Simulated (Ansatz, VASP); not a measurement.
# GaN in two plane-wave programs

Wanted: the spread between two codes on one cell, functional and k mesh.

Method: plane waves, with VASP 6.6.1 beside it; band structure at HSE06 and band structure at B3LYP with an exact-exchange share of 0.2, in Ansatz 0.2.0.

The database entry behind the starting cell differs from later determinations by our own check (thin film, about 0.3 % long), so it need not match the best structure at ambient conditions.

## 1. Set-up

Symmetry: P6_3mc, No. 186, hexagonal system. The conventional cell has a = 3.197 Å, b = 3.197 Å, c = 5.207 Å, α = 90.00°, β = 90.00°, γ = 120.00°. Ga has 4 N at 1.95 to 1.97 Å nearest. Nearest to N lie 4 Ga at 1.95 to 1.97 Å. Farther neighbours and most contacts between anions are not listed.

As a file:

```
Ga N
1.0
     3.19720    0.00000    0.00000
    -1.59860    2.76886    0.00000
     0.00000    0.00000    5.20700
Ga N
2 2
Direct
  0.66667 0.33333 0.59120
  0.33333 0.66667 0.09120
  0.66667 0.33333 0.96880
  0.33333 0.66667 0.46880
```

## 2. VASP: band structure, HSE06

Levels along a path test the potential and the projectors away from the mesh points.

Lines of VASP's logs that name or quote its potential files are left out, and so is its time.

The run reads the wave functions of an earlier VASP run, which isn't shown here.

Contents of INCAR:

```
SYSTEM = GaN
PREC = Accurate
ENCUT = 520
EDIFF = 1E-06
NELM = 100
ISMEAR = 0
SIGMA = 0.02
LREAL = .FALSE.
ALGO = Normal
LHFCALC = .TRUE.
AEXX = 0.25
GGA = PE
HFSCREEN = 0.2
LASPH = .TRUE.
NBANDS = 24
PRECFOCK = Fast
LORBIT = 11
LWAVE = .FALSE.
LCHARG = .FALSE.
KPAR = 8
```

Contents of POSCAR:

```
GaN
1.0
    3.1972000000      0.0000000000      0.0000000000
   -1.5986000000      2.7688564210      0.0000000000
    0.0000000000      0.0000000000      5.2070000000
Ga N
2 2
Direct
    0.6666666667      0.3333333333      0.5912000000
    0.3333333333      0.6666666667      0.0912000000
    0.6666666667      0.3333333333      0.9688000000
    0.3333333333      0.6666666667      0.4688000000
```

Contents of KPOINTS:

```
Automatic mesh
0
Gamma
5 5 3
0 0 0
```

Contents of KPOINTS_OPT:

```
Line mode
6
Line-mode
Reciprocal
  0.00000000   0.00000000   0.00000000 GAMMA
  0.50000000   0.00000000   0.00000000 M

  0.50000000   0.00000000   0.00000000 M
  0.33333333   0.33333333   0.00000000 K

  0.33333333   0.33333333   0.00000000 K
  0.00000000   0.00000000   0.00000000 GAMMA

  0.00000000   0.00000000   0.00000000 GAMMA
  0.00000000   0.00000000   0.50000000 A

  0.00000000   0.00000000   0.50000000 A
  0.50000000   0.00000000   0.50000000 L

  0.50000000   0.00000000   0.50000000 L
  0.33333333   0.33333333   0.50000000 H

  0.33333333   0.33333333   0.50000000 H
  0.00000000   0.00000000   0.50000000 A

  0.50000000   0.00000000   0.50000000 L
  0.50000000   0.00000000   0.00000000 M

  0.33333333   0.33333333   0.00000000 K
  0.33333333   0.33333333   0.50000000 H
```

Potentials, in the order of the species: Ga_d and N (PBE family, release 64).

Run with:

```sh
$ mpirun -np 8 vasp_std
```

Numbers of over 12 decimals in the logs are rounded to 6 here.

Output:

```text
[banner, memory and clock lines left out]
running    8 mpi-ranks, on    1 nodes
 distrk:  each k-point on    1 cores,    8 groups
 distr:  one band on    1 cores,    1 groups

 POSCAR found type information on POSCAR GaN
 POSCAR found :  2 types and       4 ions
|                                                                             |
|           W    W    AA    RRRRR   N    N  II  N    N   GGGG   !!!           |
|           W    W   A  A   R    R  NN   N  II  NN   N  G    G  !!!           |
|           W    W  A    A  R    R  N N  N  II  N N  N  G       !!!           |
|           W WW W  AAAAAA  RRRRR   N  N N  II  N  N N  G  GGG   !            |
|           WW  WW  A    A  R   R   N   NN  II  N   NN  G    G                |
|           W    W  A    A  R    R  N    N  II  N    N   GGGG   !!!           |
|                                                                             |
|     For optimal performance we recommend to set                             |
|       NCORE = 2 up to number-of-cores-per-socket                            |
|     NCORE specifies how many cores store one orbital (NPAR=cpu/NCORE).      |
|     This setting can greatly improve the performance of VASP for DFT.       |
|     The default, NCORE=1 might be grossly inefficient on modern             |
|     multi-core architectures or massively parallel machines. Do your        |
|     Unfortunately you need to use the default for GW and RPA                |
|     calculations (for HF NCORE is supported but not extensively tested      |
|     yet).                                                                   |
|                                                                             |

 LDA part: xc-table for (Slater+PW92), standard interpolation
 found WAVECAR, reading the header
 POSCAR, INCAR and KPOINTS ok, starting setup
 FFT: planning ... GRIDC
 FFT: planning ... GRID_SOFT
 FFT: planning ... GRID
 reading WAVECAR
 the WAVECAR file was read successfully
 initial charge from wavefunction
 entering main loop
       N       E                     dE             d eps       ncg     rms          rms(c)
DAV:   1    -0.295725648761E+02   -0.29573E+02   -0.12321E+00   704   0.304E+01    0.794E-01
DAV:   2    -0.295706611405E+02    0.19037E-02   -0.13603E-01   744   0.710E+00    0.588E-01
DAV:   3    -0.295671395964E+02    0.35215E-02   -0.16349E-02   720   0.251E+00    0.351E-01
DAV:   4    -0.295667647523E+02    0.37484E-03   -0.43720E-03   712   0.665E-01    0.162E-01
DAV:   5    -0.295665775707E+02    0.18718E-03   -0.21737E-04   592   0.141E-01    0.917E-02
DAV:   6    -0.295665042075E+02    0.73363E-04   -0.31491E-05   632   0.533E-02    0.520E-02
DAV:   7    -0.295664784188E+02    0.25789E-04   -0.87686E-06   552   0.268E-02    0.299E-02
DAV:   8    -0.295664692720E+02    0.91468E-05   -0.29405E-06   512   0.166E-02    0.175E-02
DAV:   9    -0.295664659550E+02    0.33170E-05   -0.14578E-06   360   0.112E-02    0.106E-02
DAV:  10    -0.295664647470E+02    0.12081E-05   -0.58532E-07   264   0.741E-03    0.645E-03
DAV:  11    -0.295664642628E+02    0.48421E-06   -0.26378E-07   264   0.506E-03
   1 F= -.29566464E+02 E0= -.29566464E+02  d E =-.432647E-13
 Start KPOINTS_OPT (optional k-point list driver)
k-point batch [1-10\54]
       N       E                     dE             ncg
DAV:   1     0.917479967796E+03   -0.91428E+04      512
DAV:   2    -0.209736077001E+04   -0.30148E+04      520
DAV:   3    -0.247740859841E+04   -0.38005E+03      512
DAV:   4    -0.249556040281E+04   -0.18152E+02      648
DAV:   5    -0.249599862723E+04   -0.43822E+00      624
DAV:   6    -0.249601581322E+04   -0.17186E-01      744
DAV:   7    -0.249601622511E+04   -0.41189E-03      608
DAV:   8    -0.249601623174E+04   -0.66221E-05      496
DAV:   9    -0.249601623204E+04   -0.30337E-06      416
[...]
k-point batch [51-54\54]
       N       E                     dE             ncg
DAV:   1     0.904388151258E+04   -0.56775E+04      192
DAV:   2     0.784504617867E+04   -0.11988E+04      208
DAV:   3     0.769196623845E+04   -0.15308E+03      208
DAV:   4     0.768466611614E+04   -0.73001E+01      240
DAV:   5     0.768447082161E+04   -0.19529E+00      224
DAV:   6     0.768446421375E+04   -0.66079E-02      304
DAV:   7     0.768446412323E+04   -0.90519E-04      224
DAV:   8     0.768446412240E+04   -0.83346E-06      184
```

OUTCAR, selected parts (step 2):

```text
ion  position               nearest neighbor table
   1  0.667  0.333  0.591-   4 1.95   4 1.95   4 1.95   3 1.97
   2  0.333  0.667  0.091-   3 1.95   3 1.95   3 1.95   4 1.97
   3  0.667  0.333  0.969-   2 1.95   2 1.95   2 1.95   1 1.97
   4  0.333  0.667  0.469-   1 1.95   1 1.95   1 1.95   2 1.97

  LATTYP: Found a hexagonal cell.
 ALAT       =     3.1972000000
 C/A-ratio  =     1.6286125360

 Subroutine GETGRP returns: Found 12 space group operations
 (whereof  6 operations were pure point group operations)

The static configuration has the point symmetry C_3v.
 The point group associated with its full space group is C_6v.

 Found     10 irreducible k-points:

   k-points           NKPTS =     10   k-points in BZ     NKDIM =     75   number of bands    NBANDS=     24

   dimension x,y,z NGX =    24 NGY =   24 NGZ =   40
   dimension x,y,z NGXF=    48 NGYF=   48 NGZF=   80

   ENCUT  =  520.0 eV  38.22 Ry    6.18 a.u.   5.94  5.94  9.68*2*pi/ulx,y,z

   NELECT =      36.0000    total number of electrons

 k-points in reciprocal lattice and weights: Automatic mesh
   0.00000000  0.00000000  0.00000000       0.013
   0.20000000 -0.00000000  0.00000000       0.080
   0.40000000  0.00000000  0.00000000       0.080
   0.20000000  0.20000000  0.00000000       0.080
   0.40000000  0.20000000  0.00000000       0.080
   0.00000000  0.00000000  0.33333333       0.027
   0.20000000 -0.00000000  0.33333333       0.160
   0.40000000  0.00000000  0.33333333       0.160
   0.20000000  0.20000000  0.33333333       0.160
   0.40000000  0.20000000  0.33333333       0.160

  exchange ACFDT corr.  =         0.00000000  see jH, gK, PRB 81, 115126

 average (electrostatic) potential at core
       1 -56.5597       2 -56.5597       3 -57.0532       4 -57.0532

 E-fermi :   4.4846

 k-point     1 :       0.0000    0.0000    0.0000
  band No.  band energies     occupation
    ...
     14       3.2854      2.00000
     15       3.2854      2.00000
     16       4.3773      2.00000
     17       4.3893      2.00000
     18       4.3893      2.00000
     19       7.5347      0.00000
     20      10.0331      0.00000
     21      15.3271      0.00000
     22      15.8237      0.00000
     23      15.8237      0.00000
    ...

 k-point     2 :       0.2000   -0.0000    0.0000
  band No.  band energies     occupation
    ...
     14       0.9614      2.00000
     15       2.1018      2.00000
     16       2.5594      2.00000
     17       3.9348      2.00000
     18       4.0245      2.00000
     19       9.4824      0.00000
     20      11.6527      0.00000
     21      13.7323      0.00000
     22      14.6559      0.00000
     23      16.2785      0.00000
    ...

 k-point     3 :       0.4000    0.0000    0.0000
  band No.  band energies     occupation
    ...
     14      -0.9236      2.00000
     15      -0.2677      2.00000
     16       1.6150      2.00000
     17       2.5676      2.00000
     18       3.4180      2.00000
     19      10.7503      0.00000
     20      11.4269      0.00000
     21      12.0344      0.00000
     22      14.6437      0.00000
     23      16.4197      0.00000
    ...

  energy-cutoff  :      520.00
  volume of cell :       46.10
      direct lattice vectors                 reciprocal lattice vectors
     3.197200000  0.000000000  0.000000000     0.312773677  0.180579967  0.000000000
    -1.598600000  2.768856421  0.000000000     0.000000000  0.361159933  0.000000000
     0.000000000  0.000000000  5.207000000     0.000000000  0.000000000  0.192049165

 POSITION                                       TOTAL-FORCE (eV/Angst)
 -----------------------------------------------------------------------------------
      1.59860      0.92295      3.07838        -0.000000      0.000000      0.035018
     -0.00000      1.84590      0.47488         0.000000     -0.000000      0.035018
      1.59860      0.92295      5.04454         0.000000     -0.000000     -0.035018
     -0.00000      1.84590      2.44104        -0.000000     -0.000000     -0.035018
 -----------------------------------------------------------------------------------
    total drift:                               -0.000001     -0.000002      0.001395

  FREE ENERGIE OF THE ION-ELECTRON SYSTEM (eV)
  ---------------------------------------------------
  free  energy   TOTEN  =       -29.5664642628 eV

  energy  without entropy=      -29.5664642628  energy(sigma->0) =      -29.56646426

 total charge
# of ion       s       p       d       tot
------------------------------------------
    1        0.749   0.881  10.196  11.826
    2        0.749   0.881  10.196  11.826
    3        1.220   2.536   0.000   3.756
    4        1.220   2.536   0.000   3.756
--------------------------------------------------
tot          3.938   6.835  20.391  31.163

[... 3 further parts left out ...]
```

Spin-orbit coupling is off here; it would split degenerate levels. The PAW data sets were made with PBE, which is usual practice but a small mismatch for other functionals.

(Continued in part 2 of 3.)

[Lines on the potential files, build, host, timing and source positions are cut from VASP's logs without a mark.]

[Logs are printed without paths, hosts, clocks, repeated set-up lines and the standing remarks that a program may print on its own settings, such as how far it seeks lower states.]

[Hosts, paths, dates, database ids (printed as entryN), source tags and the programs' standing remarks are cut or masked in the printed files.]
